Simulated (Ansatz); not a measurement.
# SiO2: the cost of one run

Computed with Ansatz 0.2.0 (DFT, PBE, plane-wave PAW, default files, scalar-relativistic, as far as a step names no other, unless a step's input says otherwise).

**1. The structure to begin with**

It takes space group I-42d (No. 122, tetragonal). Conventional cell: a = 4.955 Å, b = 4.955 Å, c = 7.311 Å, α = 90.00°, β = 90.00°, γ = 90.00°. Around Si (site symmetry -4) lie 4 O at 1.61 Å. Around O (site symmetry 2) lie 2 Si at 1.61 Å.

Coordinates:

```cif
data_structure
_symmetry_space_group_name_H-M 'I-42d'
_symmetry_Int_Tables_number 122
_cell_length_a 4.9546
_cell_length_b 4.9546
_cell_length_c 7.3113
_cell_angle_alpha 90.000
_cell_angle_beta 90.000
_cell_angle_gamma 90.000
_cell_volume 179.48
loop_
_atom_site_label
_atom_site_type_symbol
_atom_site_symmetry_multiplicity
_atom_site_Wyckoff_symbol
_atom_site_fract_x
_atom_site_fract_y
_atom_site_fract_z
_atom_site_occupancy
Si1 Si 4 a 0.00000 0.00000 0.00000 1
O1 O 8 d 0.09679 0.25000 0.12500 1
```

The earlier run gave: gap on the mesh 5.92 eV, largest force 0.271 eV/Å, pressure 4.4 GPa.

Site by site (atoms counted from 1):

| site | atoms | first shell | V_zz (10²¹ V/m²) | η | C_Q (MHz) |
| --- | --- | --- | --- | --- | --- |
| Si | 1, 2 | 4 O at 1.61 Å | -0.072 | 0.00 | – |
| O | 3, 4, 5, 6 | 2 Si at 1.61 Å, angle 145° | 9.24 | 0.17 | -5.72 (¹⁷O) |

C_Q = eQV_zz/h, which is 24.18 MHz for Q = 1 b and V_zz = 10²¹ V/m²; η = (V_xx − V_yy)/V_zz. Quadrupole moments are those of Pyykkö's year-2017 table. A dash under C_Q marks elements without a common quadrupolar isotope.

**2. A check on settings: scf.occupations.method = cold, scf.occupations.width = 0.025**

input.yaml

```yaml
crystal:
  lattice:
    - [-2.4772904627, 2.4772904627, 3.6556712422]
    - [2.4772904627, -2.4772904627, 3.6556712422]
    - [2.4772904627, 2.4772904627, -3.6556712422]
  atoms:
    - { symbol: Si, position: [0.0, 0.0, 0.0] }
    - { symbol: Si, position: [0.75, 0.25, 0.5] }
    - { symbol: O, position: [0.375, 0.22178613, 0.34678613] }
    - { symbol: O, position: [0.97178613, 0.625, 0.84678613] }
    - { symbol: O, position: [0.77821387, 0.125, 0.15321387] }
    - { symbol: O, position: [0.875, 0.02821387, 0.65321387] }
kpoints:
  mp_grid: { grid: [5, 5, 5] }
scf:
  occupations: { method: cold, width: 0.025 }
hamiltonian:
  xc: pbe
  pseudopotentials: { kind: paw }
output:
  forces: true
  stress: true
  populations: true
  efg: { quadrupole_moments_barn: { O: -0.02558 }, contact_densities: true }
```

On the command line:

```sh
$ ansatz run input.yaml --threads 1 --pin off --max-ram 3072MiB --backend cpu --events-out ev --progress --plain --runs-dir out
```

**Question.** How long does this run take on 1 thread of Arm Neoverse V1, shared host, and how much memory does it need?

About 5.5 s, with a peak of 0.32 GiB.
